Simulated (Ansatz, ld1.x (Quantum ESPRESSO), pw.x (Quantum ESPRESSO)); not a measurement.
What a changed setting does to a pw.x run (bcc Re)

Potential: norm-conserving Troullier–Martins (Kleinman–Bylander form), ld1.x (Quantum ESPRESSO) 7.5, PBE; core [Xe] 4f14, reference 5d5 6s2 6p0; waves: 6s (bound): rc 2.96 bohr; 6p (bound, empty): rc 4.05 bohr; 5d (bound): rc 2.15 bohr; local part: all-electron potential smoothed inside 2.55 bohr (lloc = -1); core correction: none.

The reference run (k-mesh 15³, cutoffs 50/200 Ry, Fermi–Dirac 0.01 Ry, mixing_beta 0.4, conv_thr 1e-9, no spin) gives 3.49 GPa at 15.081 Å³/atom, where all-electron LAPW gives 0.89 GPa. This run, with its own iteration cap, changes tot_charge to 3, a wrong or extreme entry chosen on purpose.

```
&control
  calculation='scf', prefix='x', pseudo_dir='./', outdir='./tmp', tstress=.true., disk_io='none'
/
&system
  ibrav=0, nat=1, ntyp=1, ecutwfc=50, ecutrho=200, nbnd=11,
  occupations='smearing', smearing='fd', degauss=0.01, tot_charge=3
/
&electrons
  conv_thr=1e-09, mixing_beta=0.4, electron_maxstep=70
/
ATOMIC_SPECIES
Re 1.0 Re.UPF
CELL_PARAMETERS angstrom
  -1.55640774 1.55640774 1.55640774
  1.55640774 -1.55640774 1.55640774
  1.55640774 1.55640774 -1.55640774
ATOMIC_POSITIONS crystal
Re 0.0000 0.0000 0.0000
K_POINTS automatic
15 15 15 0 0 0
```

```bash
pw.x < Re.scf.in > Re.scf.out
```

Problem. How does the run end?

Solution. It converges in 7 iterations; the free energy moves by -48.18 eV/atom and the pressure by -642.55 GPa. The cell is charged against a uniform background, so energy and pressure depend on the zero of the potential and are not those of the crystal.

```
Message from routine setup:
     using ibrav=0 with symmetry is DISCOURAGED, use correct ibrav instead
     lattice parameter (alat)  =       5.0943  a.u.
     unit-cell volume          =     101.7716 (a.u.)^3
     number of electrons       =         4.00
     number of Kohn-Sham states=           11
     kinetic-energy cutoff     =      50.0000  Ry
     charge density cutoff     =     200.0000  Ry
     scf convergence threshold =      1.0E-09
     Exchange-correlation= PBE
     number of k points=   120  Fermi-Dirac smearing, width (Ry)=  0.0100
     iteration #  1     ecut=    50.00 Ry     beta= 0.40
     total energy              =     -25.74220446 Ry
     estimated scf accuracy    <       0.00513319 Ry
     iteration #  2     ecut=    50.00 Ry     beta= 0.40
     total energy              =     -25.74285814 Ry
     estimated scf accuracy    <       0.00153513 Ry
     iteration #  3     ecut=    50.00 Ry     beta= 0.40
     total energy              =     -25.74326108 Ry
     estimated scf accuracy    <       0.00012162 Ry
     iteration #  4     ecut=    50.00 Ry     beta= 0.40
     total energy              =     -25.74336083 Ry
     estimated scf accuracy    <       0.00000020 Ry
     iteration #  5     ecut=    50.00 Ry     beta= 0.40
     total energy              =     -25.74336122 Ry
     estimated scf accuracy    <       0.00000006 Ry
     iteration #  6     ecut=    50.00 Ry     beta= 0.40
     total energy              =     -25.74336128 Ry
     estimated scf accuracy    <          1.9E-09 Ry
     iteration #  7     ecut=    50.00 Ry     beta= 0.40
     the Fermi energy is    15.0912 ev
!    total energy              =     -25.74336129 Ry
     estimated scf accuracy    <          7.8E-11 Ry
     smearing contrib. (-TS)   =      -0.00521331 Ry
     The total energy is F=E-TS. E is the sum of the following terms:
     one-electron contribution =       6.91393320 Ry
     hartree contribution      =       0.16222257 Ry
     xc contribution           =      -2.49957046 Ry
     ewald contribution        =     -30.31473329 Ry
     convergence has been achieved in   7 iterations
          total   stress  (Ry/bohr**3)                   (kbar)     P=    -6390.62
     Message from routine punch:
     Nothing written, as per user request (disk_io='none')
```

The run took about 9.2 s on one core of a shared host (Neoverse-V1, 32 threads, 247 GiB, load 26).
